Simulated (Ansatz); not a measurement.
Crystal: CO2.

```
O C
1.0
     2.63591   -2.38738    0.00000
     2.63591    2.38738    0.00000
     0.00000    0.00000    6.58717
O C
4 2
Direct
  0.30651 0.69349 0.60816
  0.69349 0.30651 0.39184
  0.19349 0.80651 0.10816
  0.80651 0.19349 0.89184
  0.50000 0.50000 0.50000
  0.00000 0.00000 0.00000
```

The cell comes from a database or a generator and needn't be the stable form of this composition.

| Property | Result |
| --- | --- |
| Program | Ansatz 0.2.0 |
| Task | relaxation of cell and atoms |
| Functional | r2SCAN |
| Potentials or basis | Ansatz PAW |
| Cutoff | 500 eV (not typed: the program's choice for these potentials) |
| k mesh | 8 × 8 × 4 |
| Occupations | fermi-dirac, width 0.05 eV |
| Spin | no spin polarisation |

At the start: volume 13.82 Å³/atom.

How do energy, volume and symmetry change on relaxing?

It ends after 8 steps and the volume is 14.64 Å³/atom (+5.9 %); space group Cmce (No. 64, to 0.05 Å).

The path:
| step | energy change (eV) | largest force (eV/Å) | volume (Å³) |
| --- | --- | --- | --- |
| 1 | 0.0000 | 0.7023 | 82.91 |
| 2 | -0.0146 | 0.0197 | 86.07 |
| 3 | -0.0151 | 0.0417 | 87.43 |
| 4 | -0.0152 | 0.0066 | 88.03 |
| 5 | -0.0153 | 0.0203 | 88.22 |
| 6 | -0.0157 | 0.0011 | 87.88 |
| 7 | -0.0157 | 0.0003 | 87.83 |
| 8 | -0.0180 | 0.0019 | 87.83 |

Final structure:
```yaml
crystal:
  lattice:
    - [2.72986, -2.45472, 0.00000]
    - [2.72986, 2.45472, 0.00000]
    - [0.00000, 0.00000, 6.55322]
  atoms:
    - { symbol: O, position: [0.30943, 0.69057, 0.60475] }
    - { symbol: O, position: [0.69057, 0.30943, 0.39525] }
    - { symbol: O, position: [0.19057, 0.80943, 0.10475] }
    - { symbol: O, position: [0.80943, 0.19057, 0.89525] }
    - { symbol: C, position: [0.50000, 0.50000, 0.50000] }
    - { symbol: C, position: [0.00000, 0.00000, 0.00000] }
```

Caveat: the plane-wave basis is chosen anew once the cell has moved, so the energies of steps on either side of that aren't comparable; the PAW data sets come from PBE, with cores solved anew for the run's functional, which leaves a small shift of forces and pressure.
